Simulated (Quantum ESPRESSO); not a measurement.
A calculation with Quantum ESPRESSO 7.5 of Rh (ASE script, structure typed inline):

File run.py:

```python
import numpy as np
from ase.calculators.espresso import Espresso, EspressoProfile
from ase import Atoms

atoms = Atoms(['Rh'],
              cell=[[0.0, 1.89785, 1.89785], [1.89785, 0.0, 1.89785], [1.89785, 1.89785, 0.0]],
              scaled_positions=[[0.0, 0.0, 0.0]],
              pbc=True)

input_data = {
    'control': {'calculation': 'scf', 'prefix': 'pwscf', 'outdir': './tmp', 'tprnfor': True, 'tstress': True, 'disk_io': 'nowf'},
    'system': {'ecutwfc': 45.0, 'ecutrho': 360.0, 'nbnd': 13, 'occupations': 'smearing', 'smearing': 'fd', 'degauss': 0.00367493},
    'electrons': {'conv_thr': 2e-10, 'electron_maxstep': 120, 'mixing_beta': 0.5},
}
pseudopotentials = {'Rh': 'rh_pbesol_v1.4.uspp.F.UPF'}
profile = EspressoProfile(command='mpirun -n 2 pw.x -nk 2', pseudo_dir='pseudo')
dft = Espresso(profile=profile, input_data=input_data, pseudopotentials=pseudopotentials, kpts=(12, 12, 12), koffset=(0, 0, 0))
atoms.calc = dft

print(f'energy {atoms.get_potential_energy():.8f} eV')
print('forces (eV/A)')
print(np.round(atoms.get_forces(), 6))
print('stress (eV/A^3, Voigt)')
print(np.round(atoms.get_stress(), 8))
print(f'Fermi level {dft.get_fermi_level():.4f} eV')
```

Potentials or basis: GBRV 1.5 PBEsol.

The run is started by

```sh
$ OMP_NUM_THREADS=1 python run.py
```

Write the same calculation in another form: native input, structure typed inline.

As run:

The input pw.in:

```
&CONTROL
  calculation = 'scf'
  prefix = 'pwscf'
  outdir = './tmp'
  pseudo_dir = './pseudo'
  tprnfor = .true.
  tstress = .true.
  disk_io = 'low'
/
&SYSTEM
  ibrav = 0
  nat = 1
  ntyp = 1
  ecutwfc = 45
  ecutrho = 360
  nbnd = 13
  occupations = 'smearing'
  smearing = 'fd'
  degauss = 0.00367493
/
&ELECTRONS
  conv_thr = 2d-10
  electron_maxstep = 120
  mixing_beta = 0.5
/
ATOMIC_SPECIES
Rh   102.9055 rh_pbesol_v1.4.uspp.F.UPF
CELL_PARAMETERS angstrom
   0.0000000000    1.8978500000    1.8978500000
   1.8978500000    0.0000000000    1.8978500000
   1.8978500000    1.8978500000    0.0000000000
ATOMIC_POSITIONS crystal
Rh     0.0000000000    0.0000000000    0.0000000000
K_POINTS automatic
12 12 12 0 0 0
```

pp_density.in

```
&INPUTPP
  prefix = 'pwscf'
  outdir = './tmp'
  filplot = 'density.dat'
  plot_num = 0
/
&PLOT
  nfile = 1
  filepp(1) = 'density.dat'
  iflag = 3
  output_format = 6
  fileout = 'density.cube'
/
```

File pp_potential.in:

```
&INPUTPP
  prefix = 'pwscf'
  outdir = './tmp'
  filplot = 'potential.dat'
  plot_num = 11
/
&PLOT
  nfile = 1
  filepp(1) = 'potential.dat'
  iflag = 3
  output_format = 6
  fileout = 'potential.cube'
/
```

Potentials or basis: GBRV 1.5 PBEsol.

Command:

```sh
$ OMP_NUM_THREADS=1 mpirun -n 2 pw.x -nk 2 -in pw.in > pw.out
$ OMP_NUM_THREADS=1 mpirun -n 1 pp.x -in pp_density.in > pp_density.out
$ OMP_NUM_THREADS=1 mpirun -n 1 pp.x -in pp_potential.in > pp_potential.out
```

Both were run:

|  | ASE script, structure typed inline | native input, structure typed inline |
| --- | --- | --- |
| Pressure | -3.0 GPa | -3.0 GPa |
| Band gap on the k mesh | none (metal or under the smearing width) | none (metal or under the smearing width) |

Keys that steer only the numerical path or the files written may differ.
